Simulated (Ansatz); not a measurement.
# Ca (Cmce) in Ansatz: convergence with ecutrho ratio

Aim: find how far ecutrho ratio must go before the results for Ca settle, at r2SCAN. This setting moves, with any that are tied to it; all else stays.

All numbers are computed with Ansatz 0.2.0; they aren't measurements. Logs are shortened: lines on timing, memory, paths and dates and some standing lists are left out, and cuts for length are marked.

### Step 1. The crystal as given

The structure is orthorhombic, space group Cmce (No. 64). The conventional cell has a = 6.926 Å, b = 7.339 Å, c = 7.009 Å, α = 90.00°, β = 90.00°, γ = 90.00°. Ca (site symmetry m) is surrounded by 7 Ca at 3.54 to 3.75 Å.

This isn't the form of Ca at room conditions, which is fcc.

### Step 2. With ecutrho ratio 4

input.yaml

```yaml
crystal:
  lattice:
    - [3.4629657, -3.66949151, 0.0]
    - [3.4629657, 3.66949151, 0.0]
    - [0.0, 0.0, 7.00911965]
  atoms:
    - { symbol: Ca, position: [0.66178946, 0.33821054, 0.30348589] }
    - { symbol: Ca, position: [0.33821054, 0.66178946, 0.69651411] }
    - { symbol: Ca, position: [0.83821054, 0.16178946, 0.80348589] }
    - { symbol: Ca, position: [0.16178946, 0.83821054, 0.19651411] }
hamiltonian:
  xc: r2scan
  pseudopotentials: { kind: paw, source: jth }
kpoints:
  mp_grid: { grid: [5, 5, 3] }
scf:
  occupations: { method: gaussian, width: 0.05 }
output:
  forces: true
  stress: true
  eigenvalues: true
basis:
  ecutrho_ratio: 4
```

Potentials or basis: JTH PAW.

Run with:

```sh
> ansatz run input.yaml --threads 2 --pin off --max-ram 5632MiB --backend cpu --events-out ev --progress --plain --runs-dir out
```

Run time: 14 s. Hardware: 2 threads of Intel Xeon Platinum 8259CL at 2.50GHz (Skylake/Cascade Lake), shared host; peak memory 1.4 GiB.

Results:

```
Free energy            : -7284.6318 eV
Pressure               : -0.1 GPa
Largest force          : 0.022 eV/Å
Band gap on the k mesh : none (metal or under the smearing width)
```

### Step 3. With ecutrho ratio 5

input.yaml: that of step 2 with these lines changed.

```diff
@@ -22,2 +22,2 @@
 basis:
-  ecutrho_ratio: 4
+  ecutrho_ratio: 5
```

Potentials or basis: JTH PAW.

Run with:

```sh
> ansatz run input.yaml --threads 2 --pin off --max-ram 5632MiB --backend cpu --events-out ev --progress --plain --runs-dir out
```

It took 16 s on 2 threads of Intel Xeon Platinum 8259CL at 2.50GHz (Skylake/Cascade Lake), shared host; peak memory 1.9 GiB.

What came out:

```
Free energy            : -7284.6318 eV
Pressure               : -0.1 GPa
Largest force          : 0.022 eV/Å
Band gap on the k mesh : none (metal or under the smearing width)
```

### Step 4. With ecutrho ratio 6

input.yaml: that of step 3 with these lines changed.

```diff
@@ -22,2 +22,2 @@
 basis:
-  ecutrho_ratio: 5
+  ecutrho_ratio: 6
```

Run with:

```sh
> ansatz run input.yaml --threads 2 --pin off --max-ram 5632MiB --backend cpu --events-out ev --progress --plain --runs-dir out
```

Run time: 18 s. Hardware: 2 threads of Intel Xeon Platinum 8259CL at 2.50GHz (Skylake/Cascade Lake), shared host; peak memory 2.1 GiB.

What came out:

```
Free energy            : -7284.6318 eV
Pressure               : -0.1 GPa
Largest force          : 0.022 eV/Å
Band gap on the k mesh : none (metal or under the smearing width)
```

### Step 5. With ecutrho ratio 8

input.yaml: that of step 4 with these lines changed.

```diff
@@ -22,2 +22,2 @@
 basis:
-  ecutrho_ratio: 6
+  ecutrho_ratio: 8
```

Run with:

```sh
> ansatz run input.yaml --threads 2 --pin off --max-ram 5632MiB --backend cpu --events-out ev --progress --plain --runs-dir out
```

Wall time 24 s (2 threads of Intel Xeon Platinum 8259CL at 2.50GHz (Skylake/Cascade Lake), shared host); peak memory 3 GiB.

Results (log left out):

| Quantity | Value |
| --- | --- |
| Free energy | -7284.6318 eV |
| Pressure | -0.1 GPa |
| Largest force | 0.022 eV/Å |
| Band gap on the k mesh | none (metal or under the smearing width) |

### Step 6. With ecutrho ratio 10

input.yaml: that of step 5 with these lines changed.

```diff
@@ -22,2 +22,2 @@
 basis:
-  ecutrho_ratio: 8
+  ecutrho_ratio: 10
```

Potentials or basis: JTH PAW.

Run with:

```sh
> ansatz run input.yaml --threads 2 --pin off --max-ram 5632MiB --backend cpu --events-out ev --progress --plain --runs-dir out
```

It took 28 s on 2 threads of Intel Xeon Platinum 8259CL at 2.50GHz (Skylake/Cascade Lake), shared host; peak memory 3.8 GiB.

It converged, with:

```
Free energy            : -7284.6318 eV
Pressure               : -0.1 GPa
Largest force          : 0.022 eV/Å
Band gap on the k mesh : none (metal or under the smearing width)
```

### Step 7. With ecutrho ratio 12

input.yaml: that of step 6 with these lines changed.

```diff
@@ -22,2 +22,2 @@
 basis:
-  ecutrho_ratio: 10
+  ecutrho_ratio: 12
```

Potentials or basis: JTH PAW.

Run with:

```sh
> ansatz run input.yaml --threads 2 --pin off --max-ram 5632MiB --backend cpu --events-out ev --progress --plain --runs-dir out
```

Log:

```text
Warning: the checks of this Ca dataset prove no rule for summing its radial tables, as where they were carried onto another mesh than they were made on, and Gregory's rule is taken, under which a leading mesh point left out moves its sums only by what lay on the interval it spanned. That does not make them correct, and they differ from Quantum ESPRESSO's on this file; a re-export a fraction of a mesh step off can move them. hamiltonian.pseudopotentials.radial_quadrature: simpson_from_first_knot sums it by `pw.x`'s rule; on a PAW file no value gives `pw.x`'s numbers. What more to know: hamiltonian.pseudopotentials.radial_quadrature, in the input reference
Warning: RAYON_NUM_THREADS=2 ignored (pool sized by the plan → 2); use --threads N
Engine: ansatz 0.2.0, x86_64-unknown-linux-gnu
Pseudopotentials: kind: paw
Pseudopotential: Ca, paw, valence charge 10, recommended cutoff 870 eV (normal), Ca.paw.azcp
Functional definition: r2SCAN
  parameter k0 = 0.174
  parameter k1 = 0.065
  parameter a1 = 4.9479
  exchange = r2scan_x(k0 = k0, k1 = k1, a1 = a1)
  correlation = r2scan_c
Crystal: 4 atoms, lattice volume = 178.134 Å³
Basis set: ecut = 870 eV, 10409 PW (Γ), exchange–correlation on 360×360×480 points (64 copies of the dense FFT grid, shifted against one another)
Bands: 24, of which v1, the nominal top of the filled ones, is band 20 counted from 1 (19 counted from 0)
Symmetry: 8 space group operations
Space group: Cmce (ITA 64), of the structure as read, at distance tolerance 5.6e-5 Å
k-points: 18 of 75
Non-local potential: Ca, projectors of the file, l = 0: 2, l = 1: 2, l = 2: 2
PAW form: soft (Blöchl's): semilocal exchange-correlation on the pseudo side does not see the compensation charge
PAW frozen core: Ca, regenerated for the run's functional (the file was generated under x = pbe(κ = 0.804, μ = 0.2195149727645171), c = pbe(β = 0.06672455060314922))
PAW one-centre angular grid: Ca, 590 points (default); XC on 160 Gauss nodes
Initial density: superposition of atomic densities (chi_scale 0.1, normalization cell)
Initial wavefunctions: pseudopotential atomic-orbital guess
[... 12 lines left out ...]
SCF converged after 8 iterations
Free energy (F): -7284.631829 eV
Harris-Foulkes:  -7284.631829 eV  (|F-HF|=2.30e-9)
Internal energy: -7284.624399 eV  (E = F + TS)
E sigma→0 (E₀):  -7284.628114 eV
Entropy (-TS):   -0.007429 eV (-1.857 meV/atom)
Fermi energy:    4.590097 eV
--- Per-component energies (eV) ---
  E_band       = -758.845896
  E_kinetic    = 1118.598742
  E_local      = -3808.583029  (includes V_loc(G=0)·N_el)
  E_nonlocal   = 538.645067
  E_hartree    = 1158.256393
  E_xc         = -496.773334
  E_vxc        = -720.395194  (∫ρ·V_xc dr)
  E_paw        = -3476.369010  (= ΣΔE_a)
  E_vpaw       = -251.095364  (= ΣTr[D̂ρ^β])
  E_aug_tail   = 0.000005  (compensation charges beyond the density's cutoff)
  E_vtau       = 47.471539  (kinetic-family band-sum trace: ∫τ·v_τ [+ j·A + Jᵃ·Aᵃ] dr)
  E_ewald      = -2317.518902
  E_core_change = -0.880331  (= ΣΔE_core)
  E_smearing   = -0.007429  (= −TS)
  E_closure    = 0.000000  (closes the sum)
  Σ components = -7284.631829   (vs F -7284.631829, Δ=0.00e0)
--- Forces (eV/Å), atoms counted from 1 ---
  atom   1  Ca    -0.00000000    -0.02211632     0.00388987
  atom   2  Ca     0.00000000     0.02211632    -0.00388987
  atom   3  Ca     0.00000000     0.02211632     0.00388987
  atom   4  Ca    -0.00000000    -0.02211632    -0.00388987
  max |Σ_I F_I| component: 1.73e-18 eV/Å
--- Stress (GPa, compression-positive) ---
       -0.378246       0.000000       0.000000
        0.000000      -0.193238       0.000000
        0.000000       0.000000       0.247715
  P = ⅓ Tr σ = -0.1079 GPa (-1.079 kbar)
--- Band table (eV; the first three rows and the last of 18) ---
  k-point 0: bands = ["-39.4740", "-39.4591", "-39.4437", "-39.4418", "-19.6449", "-19.6415", "-19.6317", "-19.5794", "-19.5712", "-19.5684", "-19.5337", "-19.4880", "-19.4837", "-19.4793", "-19.4734", "-19.4666", "0.4798", "3.4436", "3.8439", "4.5104", "4.9863", "5.7227", "5.8068", "5.9641"]
  k-point 1: bands = ["-39.4705", "-39.4632", "-39.4430", "-39.4419", "-19.6391", "-19.6342", "-19.6255", "-19.5947", "-19.5806", "-19.5351", "-19.5335", "-19.5021", "-19.4910", "-19.4808", "-19.4761", "-19.4698", "0.8892", "2.0291", "4.5236", "4.7425", "5.0812", "5.4741", "6.0080", "6.0903"]
  k-point 2: bands = ["-39.4713", "-39.4572", "-39.4474", "-39.4426", "-19.6467", "-19.6280", "-19.6119", "-19.5867", "-19.5717", "-19.5583", "-19.5284", "-19.5019", "-19.4872", "-19.4847", "-19.4834", "-19.4790", "0.7658", "3.7037", "3.9397", "4.0602", "4.9918", "5.4953", "5.7423", "5.8237"]
  k-point 17: bands = ["-39.4609", "-39.4585", "-39.4523", "-39.4462", "-19.6575", "-19.6440", "-19.6328", "-19.6072", "-19.5765", "-19.5524", "-19.5248", "-19.5059", "-19.4869", "-19.4697", "-19.4664", "-19.4642", "2.7952", "3.6782", "4.0552", "4.1120", "4.3924", "4.5627", "4.9823", "5.1563"]
```

Run time: 37 s. Hardware: 2 threads of Intel Xeon Platinum 8259CL at 2.50GHz (Skylake/Cascade Lake), shared host; peak memory 4.9 GiB.

Results:

| Item | Value |
| --- | --- |
| Free energy | -7284.6318 eV |
| Pressure | -0.1 GPa |
| Largest force | 0.022 eV/Å |
| Band gap on the k mesh | none (metal or under the smearing width) |

### Step 8. Result

| ecutrho ratio | energy less the tightest run, at zero smearing (meV/atom) | SCF cycles | CPU time (s) | peak memory (GiB) |
| --- | --- | --- | --- | --- |
| 4 | 0.00 | 8 | 28 | 1.4 |
| 5 | 0.00 | 8 | 32 | 1.9 |
| 6 | 0.00 | 8 | 35 | 2.1 |
| 8 | 0.00 | 8 | 47 | 3 |
| 10 | 0.00 | 8 | 55 | 3.8 |
| 12 | 0.00 | 8 | 72 | 4.9 |

Against the tightest run, the energy stays within 1 meV/atom from 4 on. The tightest run that finished is the yardstick and may itself not be fully converged.
